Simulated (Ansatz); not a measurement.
# AlN: the cost of one run

Method: DFT PBEsol, scalar-relativistic, plane waves, PAW, in Ansatz 0.2.0.

## 1. Starting point

The structure is hexagonal, space group P6_3/mmc (No. 194). The conventional cell has a = 3.312 Å, b = 3.312 Å, c = 4.188 Å, α = 90.00°, β = 90.00°, γ = 120.00°. Around Al (site symmetry -6m2) lie 5 N at 1.91 to 2.09 Å. N (site symmetry -6m2) has 5 Al at 1.91 to 2.09 Å as nearest neighbours.

Coordinates:

```
CELL_PARAMETERS angstrom
3.31212 0.00000 0.00000
-1.65606 2.86838 0.00000
0.00000 0.00000 4.18756
ATOMIC_POSITIONS crystal
Al 0.33333 0.66667 0.75000
Al 0.66667 0.33333 0.25000
N 0.33333 0.66667 0.25000
N 0.66667 0.33333 0.75000
```

The structure comes from the Materials Project (structure only).

## 2. A change within the space group

What differs from the listed cell: strain xx, yy, zz, yz, xz, xy = +5.2, +5.2, -0.8, +0.0, +0.0, +0.0 %.

File input.yaml:

```yaml
crystal:
  lattice:
    - [3.4857699701, 0.0, 0.0]
    - [-1.7428849851, 3.0187653459, 0.0]
    - [0.0, 0.0, 4.1558631481]
  atoms:
    - { symbol: Al, position: [0.33333333, 0.66666667, 0.75] }
    - { symbol: Al, position: [0.66666667, 0.33333333, 0.25] }
    - { symbol: "N", position: [0.33333333, 0.66666667, 0.25] }
    - { symbol: "N", position: [0.66666667, 0.33333333, 0.75] }
basis:
  ecutwfc: 420
kpoints:
  mp_grid: { grid: [9, 9, 6] }
hamiltonian:
  xc: pbesol
scf:
  occupations: { method: gaussian, width: 0.02 }
output:
  forces: true
  stress: true
  eigenvalues: true
```

Command:

```bash
$ ansatz run input.yaml --threads 1 --pin off --max-ram 1331MiB --backend cpu --events-out ev --progress --plain --runs-dir out
```

**Question.** How long does this run take on 1 thread of an x86-64 CPU, shared host, and how much memory does it need?

About 3.2 s, with a peak of 0.33 GiB.
